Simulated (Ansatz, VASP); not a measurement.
# W in VASP and in Ansatz

```
W
1.0
    -1.58234    1.58234    1.58234
     1.58234   -1.58234    1.58234
     1.58234    1.58234   -1.58234
W
1
Direct
  0.00000 0.00000 0.00000
```

Alike in both runs: task relaxation of cell and atoms; functional PBE; dispersion D4; k mesh 12 × 12 × 12; occupations fermi-dirac, width 0.05 eV; no spin polarisation.

```csv
,VASP,Ansatz
version,VASP 6.6.1,Ansatz 0.2.0
potentials or method,"VASP PAW PBE potentials, release 64 (W_sv), cutoff 600 eV","all-electron LAPW, scalar-relativistic"
```

|  | VASP | Ansatz | Ansatz less VASP |
| --- | --- | --- | --- |
| relaxed volume (Å³/atom) | 15.83 | 15.80 | -0.031 |
| relaxed cell length with the largest relative difference (Å) | 2.740 | 2.738 | -0.0018 |

Ansatz ran all-electron here, so the differences hold the error of VASP's frozen core and of both bases.

Caveats: pairwise dispersion overbinds metals, which lowers pressure and volume (VASP). Spin-orbit coupling is left out, which matters for the levels of W.
